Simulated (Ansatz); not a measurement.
# CaF2: the cell at several levels of theory, part 1 of 2

Aim: relax CaF2 built on the fluorite host prototype with PBE, r2SCAN and PBEsol and see how far the functionals disagree on the cell. This is a trial cell built on a prototype, not taken from a measured structure, and it needn't be the compound's ground state.

Code: Ansatz 0.2.0. PAW datasets, plane waves, zero pressure. Values at 0 K without nuclear motion; spin polarisation is off, and the phase may be a hypothetical one.

**1. Starting point**

The symmetry is Fm-3m (No. 225, cubic); a = 5.516 Å in the conventional setting, 13.99 Å³ an atom. Ca has 8 F at 2.39 Å; F has 4 Ca at 2.39 Å.

Coordinates:

```cif
data_structure
_symmetry_space_group_name_H-M 'P 1'
_symmetry_Int_Tables_number 1
_cell_length_a 3.9004
_cell_length_b 3.9004
_cell_length_c 3.9004
_cell_angle_alpha 60.000
_cell_angle_beta 60.000
_cell_angle_gamma 60.000
_cell_volume 41.96
loop_
_atom_site_label
_atom_site_type_symbol
_atom_site_fract_x
_atom_site_fract_y
_atom_site_fract_z
_atom_site_occupancy
Ca1 Ca 0.00000 0.00000 0.00000 1
F1 F 0.75000 0.75000 0.75000 1
F2 F 0.25000 0.25000 0.25000 1
```

**2. PBE: cell and atoms**

File input.yaml:

```yaml
crystal:
  lattice:
    - [0.0, 2.75802597, 2.75802597]
    - [2.75802597, 0.0, 2.75802597]
    - [2.75802597, 2.75802597, 0.0]
  atoms:
    - { symbol: Ca, position: [0.0, 0.0, 0.0] }
    - { symbol: F, position: [0.75, 0.75, 0.75] }
    - { symbol: F, position: [0.25, 0.25, 0.25] }
kpoints:
  mp_grid: { grid: [8, 8, 8] }
hamiltonian:
  xc: pbe
scf:
  occupations: { method: fermi_dirac, width: 0.02 }
relax:
  f_tol: 0.005
  cell: {}
```

Command:

```console
$ ansatz run input.yaml --threads 2 --pin off --max-ram 20275MiB --backend cpu --events-out ev --progress --plain --runs-dir out
```

Log, shortened:

```text
[...]
Pseudopotentials: kind: paw
Pseudopotential: Ca, paw, valence charge 10, recommended cutoff 420 eV (normal), Ca.paw.azcp
Pseudopotential: F, paw, valence charge 7, recommended cutoff 420 eV (normal), F.paw.azcp
Functional definition: PBE
[...]
Crystal: 3 atoms, lattice volume = 41.959 Å³
Basis set: ecut = 420 eV, 869 PW (Γ), exchange–correlation on 54×54×54 points (8 copies of the dense FFT grid, shifted against one another)
Bands: 16, of which v1, the nominal top of the filled ones, is band 12 counted from 1 (11 counted from 0)
Symmetry: 48 space group operations
Space group: Fm-3m (ITA 225), of the structure as read, at distance tolerance 3.5e-5 Å
k-points: 29 of 512
[...]
SCF iter   1: F=—  HF=-3439.810688 eV  |F-HF|=—  |Δ(HF+E_count)|=         —  Δρ=7.30e-4  dr2=1.30e-4  ethr=1.77e-3  ⟨swp⟩=7.2  Hψ=2913  notcnv=0
[...]
relax step   1: F+E_penalty+E_count = -3439.81069360 eV  Δ(F+E_penalty+E_count) = +0.000e0 eV  max|allowed force component| = 1.927e-18 eV/Å  Δτ_max = 0.0000 Å  P = -0.212 GPa  Ω = 41.959 Å³  (6 SCF iters, dr2 threshold 1.00e-7 eV, accepted)
[...]
relax step   2: F+E_penalty+E_count = -3439.81110326 eV  Δ(F+E_penalty+E_count) = -4.097e-4 eV  max|allowed force component| = 2.621e-17 eV/Å  Δτ_max = 0.0000 Å  P = -0.015 GPa  Ω = 41.861 Å³  energy of the carried Pulay correction = +3.402e-4 eV  (4 SCF iters, dr2 threshold 1.13e-7 eV, accepted)
[...]
relax step   3: F+E_penalty+E_count = -3439.81079047 eV  Δ(F+E_penalty+E_count) = +3.128e-4 eV  max|allowed force component| = 3.547e-17 eV/Å  Δτ_max = 0.0000 Å  P = -0.033 GPa  Ω = 41.861 Å³  stress off target by 3.26e-2 GPa  SCF on the basis re-selected at this cell (its energy is not [...]
SCF converged after 7 iterations
Free energy (F): -3439.810790 eV
[...]
E sigma→0 (E₀):  -3439.810790 eV
Fermi energy:    6.654767 eV
[...]
--- Forces (eV/Å), atoms counted from 1 ---
  atom   1  Ca    -0.00000000    -0.00000000     0.00000000
  atom   2  F      0.00000000    -0.00000000    -0.00000000
  atom   3  F     -0.00000000    -0.00000000     0.00000000
[...]
--- Stress (GPa, compression-positive) ---
       -0.032603      -0.000000      -0.000000
       -0.000000      -0.032603      -0.000000
       -0.000000      -0.000000      -0.032603
  P = ⅓ Tr σ = -0.0326 GPa (-0.326 kbar)
--- Relaxed structure (2 steps of the walk, 2 accepted, 1 SCFs on fresh bases) ---
  F+E_penalty+E_count = -3439.81079047 eV   max|allowed force component| = 3.547e-17 eV/Å   (the final SCF, on the basis selected at the relaxed cell)
  cell:  # Å, volume = 41.8612 Å³
    - [-6.767290981189455e-36, 2.7558810530214495, 2.7558810530214495]
    - [2.7558810530214495, -9.155746621609263e-36, 2.7558810530214495]
    - [2.7558810530214495, 2.7558810530214495, -3.1846075205597434e-36]
  atoms:
    - { symbol: Ca, position: [1.9942773337920773e-35, -2.4549614595312805e-35, -1.8124283367897603e-35] }
    - { symbol: F, position: [0.7499999999999999, 0.7499999999999999, 0.7499999999999999] }
    - { symbol: F, position: [0.24999999999999997, 0.24999999999999997, 0.24999999999999997] }
```

Wall time 1.2 s (2 threads of AMD EPYC 7R13 (Zen 3), shared host); peak memory 0.33 GiB.

The path of the relaxation:

| step | energy change (meV/atom) | largest force (eV/Å) | pressure (GPa) | volume (Å³/atom) |
| --- | --- | --- | --- | --- |
| 1 | 0.0 | 0.0000 | -0.21 | 13.986 |
| 2 | -0.1 | 0.0000 | -0.02 | 13.954 |
| 3 | 0.0 | 0.0000 | -0.03 | 13.954 |

Step 3 solves the same cell on a plane-wave basis chosen anew, so the energy can jump there without a move.

The table lists every geometry solved, with passes on a fresh basis, whose energies don't compare exactly with the rows above.

|  | before | after | change |
| --- | --- | --- | --- |
| a (Å) | 5.516 | 5.512 | -0.08 % |
| volume (Å³/atom) | 13.986 | 13.954 | -0.23 % |
| shortest distance (Å) | 2.389 | 2.387 | -0.08 % |
| space group | Fm-3m | Fm-3m | same |

**3. r2SCAN: cell and atoms**

Start: the result of step 2.

File input.yaml:

```yaml
crystal:
  lattice:
    - [0.0, 2.755881053, 2.755881053]
    - [2.755881053, 0.0, 2.755881053]
    - [2.755881053, 2.755881053, 0.0]
  atoms:
    - { symbol: Ca, position: [0.0, 0.0, 0.0] }
    - { symbol: F, position: [0.75, 0.75, 0.75] }
    - { symbol: F, position: [0.25, 0.25, 0.25] }
kpoints:
  mp_grid: { grid: [8, 8, 8] }
hamiltonian:
  xc: r2scan
scf:
  occupations: { method: fermi_dirac, width: 0.02 }
relax:
  f_tol: 0.005
  cell: {}
output:
  write_density: true
  write_potential: true
  elf: true
  volumetric_format: npy
```

Command:

```console
$ ansatz run input.yaml --threads 2 --pin off --max-ram 20275MiB --backend cpu --events-out ev --progress --plain --runs-dir out
```

Log, shortened:

```text
[...]
Pseudopotentials: kind: paw
Pseudopotential: Ca, paw, valence charge 10, recommended cutoff 500 eV (meta_gga), Ca.paw.azcp
Pseudopotential: F, paw, valence charge 7, recommended cutoff 500 eV (meta_gga), F.paw.azcp
Functional definition: r2SCAN
[...]
Crystal: 3 atoms, lattice volume = 41.861 Å³
Basis set: ecut = 500 eV, 1067 PW (Γ), exchange–correlation on 120×120×120 points (64 copies of the dense FFT grid, shifted against one another)
Bands: 16, of which v1, the nominal top of the filled ones, is band 12 counted from 1 (11 counted from 0)
Symmetry: 48 space group operations
Space group: Fm-3m (ITA 225), of the structure as read, at distance tolerance 3.5e-5 Å
k-points: 29 of 512
[...]
SCF iter   1: F=—  HF=-3448.034622 eV  |F-HF|=—  |Δ(HF+E_count)|=         —  Δρ=9.88e-3  dr2=3.96e-2  dr2_τ=6.64e-2  ethr=1.77e-3  ⟨swp⟩=7.0  Hψ=2877  notcnv=0
[...]
       -0.000000      -0.000000       0.000137
  P = ⅓ Tr σ = 0.0001 GPa (0.001 kbar)
--- Band table (eV; the first three rows and the last of 29) ---
  k-point 0: bands = ["-34.3183", "-18.2251", "-17.4596", "-14.3788", "-14.3788", "-14.3788", "0.7321", "0.7321", "0.7321", "2.6059", "2.6059", "2.6059", "10.8986", "12.9091", "12.9091", "15.1330"]
[...]
--- Relaxed structure (4 steps of the walk, 4 accepted, 2 SCFs on fresh bases) ---
  F+E_penalty+E_count = -3448.11966660 eV   max|allowed force component| = 2.583e-17 eV/Å   (the final SCF, on the basis selected at the relaxed cell)
  cell:  # Å, volume = 40.2292 Å³
    - [-1.7993032504766327e-34, 2.7195928362586175, 2.7195928362586175]
    - [2.7195928362586175, -1.4171503452887085e-34, 2.7195928362586175]
    - [2.7195928362586175, 2.7195928362586175, -1.9107645123358464e-34]
  atoms:
    - { symbol: Ca, position: [-4.1311850548740385e-35, 8.389763481484281e-35, -1.413459791168357e-35] }
    - { symbol: F, position: [0.7500000000000001, 0.7500000000000001, 0.7500000000000001] }
    - { symbol: F, position: [0.25, 0.25, 0.25] }
```

Wall time 5.4 s (2 threads of AMD EPYC 7R13 (Zen 3), shared host); peak memory 0.47 GiB.

The steps:

| step | energy change (meV/atom) | largest force (eV/Å) | pressure (GPa) | volume (Å³/atom) |
| --- | --- | --- | --- | --- |
| 1 | 0.0 | 0.0000 | -3.26 | 13.954 |
| 2 | -6.0 | 0.0000 | -0.39 | 13.465 |
| 3 | -6.2 | 0.0000 | 0.03 | 13.401 |
| 4 | -5.7 | 0.0000 | 0.06 | 13.401 |
| 5 | -5.7 | 0.0000 | 0.00 | 13.410 |
| 6 | -5.7 | 0.0000 | 0.00 | 13.410 |

Step 4 solves the same cell on a plane-wave basis chosen anew, so the energy can jump there without a move.

The table lists every geometry solved, with passes on a fresh basis, whose energies don't compare exactly with the rows above.

|  | before | after | change |
| --- | --- | --- | --- |
| a (Å) | 5.512 | 5.439 | -1.32 % |
| volume (Å³/atom) | 13.954 | 13.410 | -3.90 % |
| shortest distance (Å) | 2.387 | 2.355 | -1.32 % |
| space group | Fm-3m | Fm-3m | same |

Axes a, b and c in the maps are those of this run's conventional cell (a, b, c = 5.439, 5.439, 5.439 Å).

Density in a lattice plane of the grid's cell (edges 5.44 and 5.44 Å, at 0.250 of the third edge), which holds F.

Ten even steps from '0' (0.05 e/Å³) to '9' (13.99 e/Å³):
```
000000000000000000000000
000000000000000000000000
000001210000000001210000
000025652000000025652000
000137973100000137973100
000025652000000025652000
000001210000000001210000
000000000000000000000000
000000000000000000000000
000000000000000000000000
000000000000000000000000
000000000000000000000000
000001210000000001210000
000025652000000025652000
000137973100000137973100
000025652000000025652000
000001210000000001210000
000000000000000000000000
000000000000000000000000
000000000000000000000000
```
Columns run along the first of these edges and rows up along the second, over one cell in 24 and 20 even steps from the bottom left corner. Atoms in the plane (fractional): F at (0.25, 0.75), F at (0.75, 0.25), F at (0.25, 0.25), F at (0.75, 0.75).

ELF in the same plane.

Ten even steps from ' ' (0.01) to '@' (0.81):
```
        ..::--::..              ..::--::..      
    ..==**%%%%%%**==..      ..==**%%%%%%**==..  
    ==%%@@@@@@@@@@##==      ==%%@@@@@@@@@@%%==  
  ..**@@@@%%##%%@@@@**..  ..**@@@@%%##%%@@@@**..
  ::##@@@@##==##@@@@##::  ::##@@@@##==##@@@@##::
  ..**@@@@%%##%%@@@@**..  ..**@@@@%%##%%@@@@**..
    ==%%@@@@@@@@@@%%==      ==##@@@@@@@@@@%%==  
    ..==**%%%%%%**==..      ..==**%%%%%%**==..  
        ..::--::..              ..::--::..      
                                                
        ..::--::..              ..::--::..      
    ..==**%%%%%%**==..      ..==**%%%%%%**==..  
    ==%%@@@@@@@@@@%%==      ==%%@@@@@@@@@@##==  
  ..**@@@@%%##%%@@@@**..  ..**@@@@%%##%%@@@@**..
  ::##@@@@##==##@@@@##::  ::##@@@@##==##@@@@##::
  ..**@@@@%%##%%@@@@**..  ..**@@@@%%##%%@@@@**..
    ==##@@@@@@@@@@%%==      ==%%@@@@@@@@@@%%==  
    ..==**%%%%%%**==..      ..==**%%%%%%**==..  
        ..::--::..              ..::--::..      
                                                
```
Columns run along the first of these edges and rows up along the second, over one cell in 24 and 20 even steps from the bottom left corner. Atoms in the plane (fractional): F at (0.25, 0.75), F at (0.75, 0.25), F at (0.25, 0.25), F at (0.75, 0.75).

Both are smooth fields of the valence electrons: close to the nuclei they are not physical.

Maxima of ELF outside the ion cores: 0.82 in the shell around F, 0.7 Å from F.

(Continued in part 2 of 2.)
